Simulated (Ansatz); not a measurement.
# Calculated Ti-49 NMR of the central transition for TiO2

Cell: a computed structure from the Materials Project (it need not be an observed phase).

```xyz
12
Lattice="-2.9732 3.2874 3.2874 2.9732 -3.2874 3.2874 2.9732 3.2874 -3.2874" Properties=species:S:1:pos:R:3 pbc="T T T"
Ti    2.9732    1.6437    1.6750
Ti    0.0000    1.6437    1.6124
Ti    1.4866    1.6437   -1.6437
Ti    1.4866   -1.6437    1.6437
O     1.4857    1.6437    0.3611
O     2.9732    2.9264   -1.6412
O     1.4875   -1.6437    3.6485
O     0.0000    3.6483    1.6462
O     2.9732   -0.3609    1.6412
O     0.0000    0.3609    4.9286
O     1.4857    4.9311   -0.3611
O     1.4875    1.6437    2.9263
```

Atom numbers follow the list; atoms alike are taken as one site, whose name carries the number of the first.

Computed with Ansatz: DFT, r2SCAN, plane waves and PAW (field gradients read without the response of the frozen cores, which leaves them typically 4 to 6 % off), scalar-relativistic, 500 eV cutoff, Γ-centred 6×6×6 k-points, Fermi–Dirac smearing 0.02 eV.

Ti-49 has I = 7/2 and Q = 247.0 mb (Pyykkö 2018); at 21.1 T its Larmor frequency is ν₀ = 50.7 MHz. Only the quadrupole interaction is simulated: positions count from each site's isotropic chemical shift, and shift anisotropy, dipolar and J coupling are left out.

Question: What does the Ti-49 spectrum (static powder) show for each site?

Answer: 

```
site         first shell  C_Q (MHz)     η  P_Q (MHz)  δ_QIS (ppm)  breadth (kHz)
 Ti1  6 O at 1.94–2.00 Å      -15.0  0.56       15.7         -245           88.3
 Ti3  6 O at 1.96–2.00 Å      -14.7  0.59       15.5         -239           86.7
```

δ_QIS = −(ν_Q²/30ν₀²)[I(I+1) − 3/4](1 + η²/3) × 10⁶ ppm with ν_Q = 3|C_Q|/[2I(2I−1)]; it falls as 1/B₀² in ppm, and the breadth as 1/B₀ in kHz.

At this cell the r2SCAN pressure is -7 GPa, so with r2SCAN the cell would shrink if it were relaxed. The entry's cell may itself be off.
